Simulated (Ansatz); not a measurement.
# RbBr: band gap under strain

How does strain move the band edges of rocksalt RbBr, and do the functionals agree on it? States: -3.0 % strain along z alone; -1.5 % strain along x alone; -3.0 % equal strain in all directions.

Program: Ansatz 0.2.0. PAW datasets, plane waves. (Simulation; spin polarisation is off.)

## (1) The system as given

The unstrained cell was relaxed with r2SCAN; in each strained cell the atoms were relaxed again with r2SCAN. Names of k-points are those of the unstrained zone, where strain can split equivalent points. First state: -3.0 % strain along z alone.

The symmetry is I4/mmm (No. 139, tetragonal); conventional cell a = 4.894 Å, c = 6.714 Å, 40.21 Å³ an atom. Rb has 6 Br at 3.36–3.46 Å; Br has 6 Rb at 3.36–3.46 Å.

Coordinates:

```cif
data_structure
_symmetry_space_group_name_H-M 'P 1'
_symmetry_Int_Tables_number 1
_cell_length_a 4.8215
_cell_length_b 4.8215
_cell_length_c 4.8943
_cell_angle_alpha 59.499
_cell_angle_beta 59.499
_cell_angle_gamma 61.002
_cell_volume 80.42
loop_
_atom_site_label
_atom_site_type_symbol
_atom_site_fract_x
_atom_site_fract_y
_atom_site_fract_z
_atom_site_occupancy
Rb1 Rb 0.00000 0.00000 0.00000 1
Br1 Br 0.50000 0.50000 0.50000 1
```

From earlier runs on the unstrained cell: PBE 4.29 eV, r2SCAN 4.89 eV, HSE06 5.44 eV, G0W0 6.81 eV (on its mesh); a = 6.922 Å.

## (2) -3.0 % strain along z alone: PBE

File input.yaml:

```yaml
crystal:
  lattice:
    - [0.0, 3.4608258933, 3.3570011165]
    - [3.4608258933, 0.0, 3.3570011165]
    - [3.4608258933, 3.4608258933, 0.0]
  atoms:
    - { symbol: Rb, position: [0.0, 0.0, 0.0] }
    - { symbol: Br, position: [0.5, 0.5, 0.5] }
kpoints:
  mp_grid: { grid: [6, 6, 6] }
  band_path:
    path:
      - [0.0, 0.0, 0.0]
      - [0.5, 0.0, 0.5]
      - [0.625, 0.25, 0.625]
      - [0.375, 0.375, 0.75]
      - [0.5, 0.5, 0.5]
      - [0.5, 0.25, 0.75]
    npoints: 1
hamiltonian:
  xc: pbe
scf:
  occupations: { method: fermi_dirac, width: 0.02 }
  n_extra_bands: 4
output:
  forces: true
  stress: true
  eigenvalues: true
  write_density: true
  write_potential: true
  elf: true
  volumetric_format: npy
```

On the command line:

```sh
ansatz run input.yaml --threads 2 --pin off --max-ram 2211MiB --backend cpu --events-out ev --progress --plain --runs-dir out
```

After this run come: -3.0 % strain along z alone: r2SCAN; -3.0 % strain along z alone: HSE06; -3.0 % strain along z alone: G0W0@PBE; -1.5 % strain along x alone: PBE; -1.5 % strain along x alone: r2SCAN; -1.5 % strain along x alone: HSE06; -1.5 % strain along x alone: G0W0@PBE; -3.0 % equal strain in all directions: PBE; -3.0 % equal strain in all directions: r2SCAN; -3.0 % equal strain in all directions: HSE06; -3.0 % equal strain in all directions: G0W0@PBE.

**Question.** What will these runs give?

**Answer**, as computed:

Least gap in eV (negative: overlap), with the change from the unstrained cell in brackets. G0W0 is on its own coarse mesh.

```
                                state  volume change (%)           PBE        r2SCAN         HSE06          G0W0
          -3.0 % strain along z alone               -3.0  4.34 (+0.05)  4.94 (+0.05)  5.50 (+0.06)  6.84 (+0.03)
          -1.5 % strain along x alone               -1.5  4.32 (+0.03)  4.92 (+0.03)  5.47 (+0.03)  6.83 (+0.02)
-3.0 % equal strain in all directions               -8.7  4.53 (+0.24)  5.14 (+0.25)  5.70 (+0.26)  7.00 (+0.19)
```

**Reading.** With HSE06, of the states in the table -3.0 % equal strain in all directions shifts the gap most, by +0.259 eV. PBE and HSE06 differ by 1.15 eV on the unstrained gap, and by at most 0.02 eV on its change: the two disagree on the size of the gap but agree on its response to strain. The G0W0 figures hold for the stated bands, cutoff and mesh and aren't extrapolated.
